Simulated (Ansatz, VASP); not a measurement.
B: VASP beside Ansatz

```
B
1.0
    -1.78176    1.78176    2.45159
     1.78176   -1.78176    2.45159
     1.78176    1.78176   -2.45159
B
4
Direct
  0.37500 0.12500 0.75000
  0.87500 0.62500 0.25000
  0.37500 0.62500 0.75000
  0.37500 0.62500 0.25000
```

Alike in both runs: functional PBE; k mesh 6 × 6 × 6; occupations gaussian, width 0.1 eV; no spin polarisation.

Ansatz relaxed the structure, and its values are those at the end. VASP's run is a single point on that final structure, the one shown.

```csv
,VASP,Ansatz
version,VASP 6.6.1,Ansatz 0.2.0
potentials or method,"VASP PAW PBE potentials, release 64 (B)","scalar-relativistic, plane waves, PAW"
plane-wave cutoff (eV),520,420
valence electrons in the cell,12,12
```

|  | VASP | Ansatz | Ansatz less VASP |
| --- | --- | --- | --- |
| gap on the k mesh at the Fermi level (eV) | none | none | - |
| pressure (GPa) | 0.0 | 0.1 | +0.08 |

A gap of «none» marks a metal or a gap that the smearing closes. With one functional, cell and mesh, what is left measures potentials, basis and numerics.

Caveats: the k mesh is coarse (spacing up to 0.42 Å⁻¹), so the values aren't converged.
